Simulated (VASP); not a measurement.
Runs of VASP 6.6.1 on BAs. The structure is cubic, space group F-43m (No. 216). The conventional cell has a = 4.777 Å, b = 4.777 Å, c = 4.777 Å, α = 90.00°, β = 90.00°, γ = 90.00°. As (site symmetry -43m) has 4 B at 2.07 Å as nearest neighbours. Around B (site symmetry -43m) lie 4 As at 2.07 Å. 

```tsv
task	level	potentials or basis	spin	cell	k mesh	cutoff (eV)	smearing	cutoff of the response function	frequency points	empty bands	GW scheme	GW iterations	mesh quality	gap on the mesh (eV)	pressure (GPa)	relaxed volume (Å³/atom)
relaxation of cell and atoms	BEEF-vdW	VASP PAW PBE potentials, release 64 (As, B)	off	relaxed	10 × 10 × 10	600	fermi-dirac 0.05 eV	-	-	-	-	-	not flagged	1.34	0.0	14.06
band structure	PBE-EpsX	VASP PAW PBE potentials, release 64 (As, B)	off	as given	5 × 5 × 5	520	fermi-dirac 0.05 eV	-	-	-	-	-	coarse	1.73	1.9	-
relaxation of cell and atoms	LDA	VASP PAW LDA potentials, release 64 (As, B)	off	relaxed	10 × 10 × 10	600	fermi-dirac 0.05 eV	-	-	-	-	-	not flagged	(c)	0.0	13.33
relaxation of cell and atoms	B3LYP	VASP PAW PBE potentials, release 64 (As, B)	off	relaxed	5 × 5 × 5	600	fermi-dirac 0.05 eV	-	-	-	-	-	coarse	2.55	0.0	14.05
relaxation of cell and atoms	RPBE	VASP PAW PBE potentials, release 64 (As, B)	off	relaxed	10 × 10 × 10	600	fermi-dirac 0.05 eV	-	-	-	-	-	not flagged	(a)	0.0	14.23
relaxation of cell and atoms	BLYP	VASP PAW PBE potentials, release 64 (As, B)	off	relaxed	10 × 10 × 10	600	fermi-dirac 0.05 eV	-	-	-	-	-	not flagged	1.45	0.0	14.54
single point	PBE	VASP PAW PBE potentials, release 64 (As, B)	off	as given	10 × 10 × 10	520	gaussian 0.013 eV	-	-	-	-	-	not flagged	1.18	3.4	-
band structure	revPBE	VASP PAW PBE potentials, release 64 (As, B)	off	as given	10 × 10 × 10	520	fermi-dirac 0.05 eV	-	-	-	-	-	not flagged	1.20	5.4	-
relaxation of cell and atoms	r2SCAN	VASP PAW PBE potentials, release 64 (As, B)	off	relaxed	10 × 10 × 10	600	gaussian 0.05 eV	-	-	-	-	-	not flagged	1.38	0.0	(b)
band structure	PBE0	VASP PAW PBE potentials, release 64 (As, B)	off	as given	5 × 5 × 5	520	fermi-dirac 0.05 eV	-	-	-	-	-	coarse	2.55	-0.6	-
```

Estimate the missing entries.

(a) 1.26; (b) 13.71; (c) 1.10.

Caveats: some runs use coarse meshes; the PAW data sets were made with another functional, which shifts forces and pressure a little (some runs); an odd mesh through Γ misses points on the zone boundary, where band edges often lie (some runs); an unscreened hybrid on a path of extra k points without a Coulomb cutoff has errors near the mesh points, so the bands along the path aren't reliable (some runs).

A k mesh can miss the band edges, and the runs leave out spin-orbit coupling on As.

Not every run made on this cell is shown here.
